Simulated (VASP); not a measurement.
Crystal: SnO2 (Cassiterite).

```
Sn O
1.0
     4.73800    0.00000    0.00000
     0.00000    4.73800    0.00000
     0.00000    0.00000    3.18650
Sn O
2 4
Direct
  0.50000 0.50000 0.50000
  0.00000 0.00000 0.00000
  0.80710 0.19290 0.50000
  0.69290 0.69290 0.00000
  0.19290 0.80710 0.50000
  0.30710 0.30710 0.00000
```

| Property | Result |
| --- | --- |
| Program | VASP 6.6.1 |
| Task | relaxation of cell and atoms |
| Functional | PBE |
| Dispersion | D3(BJ) |
| Potentials or basis | VASP PAW PBE potentials, release 64 (Sn_d, O) |
| Cutoff | 600 eV |
| k mesh | 6 × 6 × 8 |
| Occupations | gaussian, width 0.02 eV |
| Spin | no spin polarisation |

At the start: pressure 8.5 GPa; volume 11.92 Å³/atom.

Question: Where does the relaxation end?

Answer: Over 8 steps the energy falls by 13.0 meV/atom and the volume is 12.40 Å³/atom (+4.0 %); space group P4_2/mnm (No. 136, to 0.05 Å).

Step by step:
```tsv
step	energy change (eV)	largest force (eV/Å)	pressure (GPa)	volume (Å³)
1	0.0000	0.2985	8.49	71.53
2	0.0469	0.3065	-8.85	78.27
3	-0.0775	0.0115	-0.04	74.38
4	-0.0775	0.0061	0.11	74.32
5	-0.0777	0.0039	0.06	74.37
6	-0.0777	0.0090	0.04	74.39
7	-0.0777	0.0014	-0.05	74.42
8	-0.0777	0.0029	-0.01	74.41
```

Final structure:
```
CELL_PARAMETERS angstrom
4.79651 0.00000 0.00000
0.00000 4.79651 0.00000
0.00000 0.00000 3.23424
ATOMIC_POSITIONS crystal
Sn 0.50000 0.50000 0.50000
Sn 0.00000 0.00000 0.00000
O 0.80620 0.19380 0.50000
O 0.69380 0.69380 0.00000
O 0.19380 0.80620 0.50000
O 0.30620 0.30620 0.00000
```
